**Question: why does the gap of BaTiO₃ climb from LDA to r2SCAN, and could the choice of program be the cause?**

I have band gaps for one and the same BaTiO₃ crystal, calculated with different functionals in several programs. LDA gives the narrowest gaps, the GGAs come next, and r2SCAN gives the widest. PBEsol+U breaks away from the other GGAs. Is this physics, or do I see differences between programs?

DFT band gaps of tetragonal BaTiO₃ (P4mm, 5-atom cell) at one fixed geometry, non-magnetic, with a 7×7×7 k mesh and Fermi–Dirac smearing of 0.05 eV. Gaps are read along the band path. In the basis column, values in eV are plane-wave cutoffs and Kmax is in bohr⁻¹; U acts on the Ti d shell.

| method | rung | program | potentials | basis | Hubbard U, eV | spin orbit | gap (eV) |
| --- | --- | --- | --- | --- | --- | --- | --- |
| BH | LDA | FLEUR | all electron | 4.72 Kmax | none | no | 1.741 |
| LDA | LDA | Quantum ESPRESSO | GBRV 1.5 LDA | 612 eV | none | no | 1.736 |
| PZ | LDA | FLEUR | all electron | 4.86 Kmax | none | no | 1.741 |
| BLYP | GGA | Ansatz LAPW | all electron LAPW, scalar relativistic | 0.002 eV/atom basis error | none | no | 1.857 |
| PBE | GGA | Quantum ESPRESSO | PseudoDojo 0.4 FR PBE standard | 1143 eV | none | yes | 1.825 |
| PBEsol | GGA | Ansatz LAPW | all electron LAPW, scalar relativistic | 0.002 eV/atom basis error | none | no | 1.786 |
| PBEsol+U | GGA | Ansatz LAPW | all electron LAPW, scalar relativistic | 0.002 eV/atom basis error | Ti2 | no | 1.998 |
| PW91 | GGA | FLEUR | all electron | 4.72 Kmax | none | no | 1.821 |
| WC | GGA | FLEUR | all electron | 4.86 Kmax | none | no | 1.784 |
| revPBE | GGA | Ansatz LAPW | all electron LAPW, scalar relativistic | 0.002 eV/atom basis error | none | no | 1.856 |
| r2SCAN | meta-GGA | Ansatz | Ansatz PAW | 500 eV | none | yes | 2.185 |

**Answer**

Mostly physics. The gap separates two kinds of electronic state on different atoms. The filled states at its lower edge belong mainly to oxygen 2p orbitals, and the empty states at its upper edge to titanium 3d orbitals. Any change of theory that lowers the oxygen states relative to the titanium states widens the gap, and the functionals differ in how far they do so.

The programs can be tested at the LDA level, because the rows LDA and PZ use the same functional. Quantum ESPRESSO with pseudopotentials and FLEUR with all electrons differ by only 0.005 eV. The GGAs without U spread over 0.073 eV, far more than that. The order also survives inside a single program: FLEUR gives 1.741 eV for PZ, 1.784 eV for WC and 1.821 eV for PW91.

**Why the GGAs lie above LDA**

LDA treats each point of the crystal as if it lay in a uniform electron gas. A GGA also looks at how steeply the density changes, and its exchange energy favours steep density. The filled oxygen shells can profit by drawing their charge inwards. A plausible result is that they end up held a little more firmly relative to the titanium 3d edge. The titanium levels feel the gradient term as well, so the gap records only the difference between two shifts.

The charges in the FLEUR runs fit this picture. Going from LDA to PW91 adds about 0.10 electrons to the three oxygen spheres together, while going from LDA to WC adds about 0.05. The gap rises by 0.080 and 0.043 eV, so both the charge and the gap respond about twice as strongly to PW91. This supports the argument but doesn't settle it, since free atoms may contract in the same way.

Nor is this a simple transfer of electrons from titanium to oxygen. The titanium d charge falls by less than 0.01 electrons in both cases, and by nearly the same amount. The extra charge in the oxygen spheres comes mainly from outside all the atomic spheres, a region that also holds the outer part of the oxygen shells. The density tightens around oxygen, while the filling of the titanium d orbitals hardly changes.

**Why the GGAs come in pairs**

The name GGA covers functionals that reward steep density to different degrees. PBEsol and WC, designed with solids in mind, do so gently and give about 1.785 eV. PBE and PW91 go further and give about 1.82 eV, while revPBE goes further still and reaches about 1.86 eV. BLYP lands at nearly the same value, but its correlation part is built differently too, so its gap can't be credited to exchange alone. Among the others, the strength of the gradient term tells you more about the gap than the label GGA does.

Within each pair the difference is at most 0.004 eV, too little to rank the two members. In two of the pairs the members also come from different programs, and PBE includes spin–orbit coupling whereas PW91 doesn't, so close agreement may hide changes that partly cancel. The step between pairs is safer: from PBEsol to revPBE, within one program, the gap rises by 0.070 eV.

**Why PBEsol+U stands out**

Here U is an energy of 2 eV that penalises partial filling of the titanium d orbitals. It pushes nearly empty orbitals up, and these form the upper edge of the gap. In the usual form of the method, an orbital with occupation n is shifted by U × (½ − n). For a wholly empty orbital, n = 0, and the shift is 2 eV × ½ = 1 eV.

The computed gap rises by only 0.212 eV, about a fifth of this estimate. The simple formula gets the direction right and the size badly wrong, because it moves one isolated, empty orbital and holds everything else still. The titanium d orbitals aren't wholly empty here: they hold some charge through their mixing with oxygen, so the formula's own average shift is already below 1 eV. In the crystal, raising the d levels weakens their mixing with the filled oxygen states and takes some electronic charge away from titanium. Titanium then attracts electrons more strongly, which pulls the d levels back down. In addition, U acts only on a local d shell, so the part of the orbital that reaches beyond it isn't lifted. How much each effect contributes is untested here.

The position of this row thus reflects a chosen parameter. It doesn't show that PBEsol+U is a better GGA. Zinc oxide makes a useful contrast: its metal d shell is full and lies below the top of the valence band. The same kind of U pushes that shell down and changes the gap only indirectly.

**Why r2SCAN gives the widest gap**

r2SCAN also uses the kinetic-energy density, which depends on the shapes of the orbitals. Its potential can therefore act differently on filled and empty states, even where they share the same region. This matters because the true gap contains a jump in the potential when an electron is added. The orbital gap of an LDA or GGA leaves that jump out, whereas that of a meta-GGA such as r2SCAN can include part of it.

The rise from PBE to r2SCAN is 0.360 eV, about five times the whole spread of the GGAs without U. Both runs include spin–orbit coupling, but they use different programs and potentials. The close LDA agreement suggests that such differences are small, though it tests neither the program nor the potentials used for r2SCAN. A wider gap is the usual result with r2SCAN. The exact size of the step is less certain, and these runs don't show how much of it comes from the jump.

**What this means in use**

Compare gaps only if they were read in the same way. The lowest empty state lies at the centre of the Brillouin zone, which the k mesh contains, but the highest filled state lies elsewhere and the mesh misses it. A gap read on the mesh is therefore 0.09 to 0.10 eV wider than the one read along the path. Setting an LDA gap from the mesh against a GGA gap from the path would hide or reverse the step between them, and the opposite mix would exaggerate it.

The order also belongs to a crystal held fixed. If each functional were allowed to choose its own cell and titanium position, the gap would change again. Even r2SCAN stays about 1.1 eV below a rough, recalled measured gap of 3.3 eV. Atomic vibrations and the optical nature of the measurement affect that comparison, but a large underestimate is typical of orbital gaps at these levels. Changing from one GGA to another won't cure it.
